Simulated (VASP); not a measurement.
Crystal: Ge.

```
Ge
1.0
     0.00000    2.82891    2.82891
     2.82891    0.00000    2.82891
     2.82891    2.82891    0.00000
Ge
2
Cartesian
  4.2434 4.2434 4.2434
  2.8289 2.8289 2.8289
```

| Property | Result |
| --- | --- |
| Program | VASP 6.6.1 |
| Task | relaxation of cell and atoms |
| Functional | optPBE-vdW |
| Potentials or basis | VASP PAW PBE potentials, release 64 (Ge_d) |
| Cutoff | 600 eV |
| k mesh | 8 × 8 × 8 |
| Occupations | fermi-dirac, width 0.05 eV |
| Spin | no spin polarisation |

At the start: pressure 4.2 GPa; volume 22.64 Å³/atom.

Problem. How do energy, volume and symmetry change on relaxing?

Solution. Over 5 steps the energy falls by 18.4 meV/atom and the volume is 24.08 Å³/atom (+6.4 %); space group Fd-3m (No. 227, to 0.05 Å).

Step by step:
```tsv
step	energy change (eV)	largest force (eV/Å)	pressure (GPa)	volume (Å³)
1	0.0000	0.0000	4.22	45.28
2	-0.0332	0.0000	-1.15	49.30
3	-0.0369	0.0000	-0.24	48.26
4	-0.0367	0.0000	0.22	48.08
5	-0.0368	0.0000	0.02	48.16
```

Final structure:
```xyz
2
Lattice="0.0000 2.8878 2.8878 2.8878 0.0000 2.8878 2.8878 2.8878 0.0000" Properties=species:S:1:pos:R:3 pbc="T T T"
Ge    4.3317    4.3317    4.3317
Ge    2.8878    2.8878    2.8878
```

The cell as given is a measured one (22.64 Å³/atom); optPBE-vdW puts the equilibrium volume +6.4 % from it, thermal expansion not counted.

Caveat: the PAW data sets were made with another functional, which shifts forces and pressure a little.
